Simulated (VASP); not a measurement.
Set up this calculation in VASP 6.6.1, as the native input.

* Task: relaxation of cell and atoms
* Functional: PBE
* Potentials or basis: VASP PAW PBE potentials, release 64 (Be)
* Cutoff: 600 eV
* k mesh: 12 × 12 × 13
* Occupations: fermi-dirac, width 0.05 eV
* Spin: no spin polarisation
* Further INCAR settings: ALGO = Normal; EDIFF = 1e-06; IBRION = 2; EDIFFG = -0.005; NSW = 60; ISIF = 3

The structure of Be lies in POSCAR:

```
Be
1.0
    2.2327400000      0.0000000000      0.0000000000
    0.0000000000      2.2327400000      0.0000000000
    0.0000000000      0.0000000000      2.0656500000
Be
1
Direct
    0.5000000000      0.5000000000      0.0000000000
```

The cell was built by a generator and needn't be a form met in nature.

One way to write it, as run:

INCAR

```
ALGO = Normal
EDIFF = 1E-6
EDIFFG = -0.005
ENCUT = 600
GGA = PE
IBRION = 2
ISIF = 3
ISMEAR = -1
LASPH = True
LCHARG = False
LREAL = False
LWAVE = False
NELM = 100
NSW = 60
PREC = Accurate
PSTRESS = 0
SIGMA = 0.05
```

KPOINTS

```
k-points
0
Gamma
  12 12 13
```

Potentials or basis: VASP PAW PBE potentials, release 64 (Be).

The run is started by

```bash
$ cat potpaw_PBE.64/Be/POTCAR > POTCAR
$ mpirun -np 1 vasp_std > vasp.out
```

Results of the run:

- Relaxed volume: 10.38 Å³/atom
- Relaxed cell: a = 2.259 Å, b = 2.259 Å, c = 2.035 Å, α = 90.00°, β = 90.00°, γ = 90.00°
- Space group after relaxing (to 0.05 Å): P4/mmm (No. 123)
- Energy gained by relaxing: 2.1 meV/atom
- Ionic steps: 8
- Pressure after relaxing: 0.0 GPa
- Band gap on the k mesh: none (metal or under the smearing width)

Run time: 10 s on 1 thread of Intel(R) Xeon(R) 6975P-C (Granite Rapids) (shared host), peak memory 0.12 GiB.
